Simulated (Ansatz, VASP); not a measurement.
Two plane-wave programs on InSe

The input INCAR:

```
PREC = Accurate
ENCUT = 520
EDIFF = 1E-7
ISMEAR = 0
SIGMA = 0.03
LREAL = F
LASPH = T
NELM = 60
ALGO = Normal
ISIF = 2
LWAVE = F
LCHARG = F
GGA = PS
NBANDS = 48
```

KPOINTS

```
regular mesh
0
Gamma
  6 6 2
```

The input POSCAR:

```
InSe
1.0
    4.0082338300      0.0000000000      0.0000000000
   -2.0041169150      3.4712323211      0.0000000000
    0.0000000000      0.0000000000     16.8669192817
In Se
4 4
Direct
    0.0000000000      0.0000000000      0.5823102499
    0.0000000000      0.0000000000      0.4176897501
    0.3333333333      0.6666666667      0.9176962956
    0.3333333333      0.6666666667      0.0823037044
    0.6666666667      0.3333333333      0.8419435273
    0.6666666667      0.3333333333      0.1580564727
    0.3333333333      0.6666666667      0.6580512574
    0.3333333333      0.6666666667      0.3419487426
```

Input for Ansatz:

```yaml
crystal:
  lattice:
    - [4.00823383, 0.0, 0.0]
    - [-2.004116915, 3.4712323211, 0.0]
    - [0.0, 0.0, 16.8669192817]
  atoms:
    - { symbol: In, position: [0.0, 0.0, 0.5823102499] }
    - { symbol: In, position: [0.0, 0.0, 0.4176897501] }
    - { symbol: In, position: [0.3333333333, 0.6666666667, 0.9176962956] }
    - { symbol: In, position: [0.3333333333, 0.6666666667, 0.0823037044] }
    - { symbol: Se, position: [0.6666666667, 0.3333333333, 0.8419435273] }
    - { symbol: Se, position: [0.6666666667, 0.3333333333, 0.1580564727] }
    - { symbol: Se, position: [0.3333333333, 0.6666666667, 0.6580512574] }
    - { symbol: Se, position: [0.3333333333, 0.6666666667, 0.3419487426] }
basis:
  ecutwfc: 420
kpoints:
  mp_grid: { grid: [6, 6, 2] }
hamiltonian:
  xc: pbesol
scf:
  occupations: { method: gaussian, width: 0.03 }
output:
  forces: true
  stress: true
  eigenvalues: true
  write_density: true
  write_potential: true
  elf: true
  volumetric_format: npy
```

Measurements of this composition are mostly on another form, of space group No. 160.

Alike in both runs: task single point; functional PBEsol; k mesh 6 × 6 × 2; occupations gaussian, width 0.03 eV; no spin polarisation.

|  | VASP | Ansatz |
| --- | --- | --- |
| version | VASP 6.6.1 | Ansatz 0.2.0 |
| potentials or method | VASP PAW PBE potentials, release 64 (In_d, Se) | scalar-relativistic, plane waves, PAW |
| plane-wave cutoff (eV) | 520 | 420 |
| valence electrons in the cell | 76 | 116 |

```tsv
	VASP	Ansatz	Ansatz less VASP
gap on the k mesh at the Fermi level (eV)	0.36	0.37	+0.012
least direct gap on the mesh (eV)	0.36	0.37	+0.012
pressure (GPa)	0.1	0.0	-0.06
rms of the force components (eV/Å)	0.010	0.001	-0.0085
```

Atom by atom the forces differ by 0.011 eV/Å (rms over components). The two sets of potentials don't hold the same shells in valence.

Caveats: the PAW data sets were made with another functional, which shifts forces and pressure a little (VASP); spin-orbit coupling is left out, which moves the levels of the heavy elements; this functional lacks dispersion, which binds the layers, so the pressure and a relaxed spacing across them are unreliable.
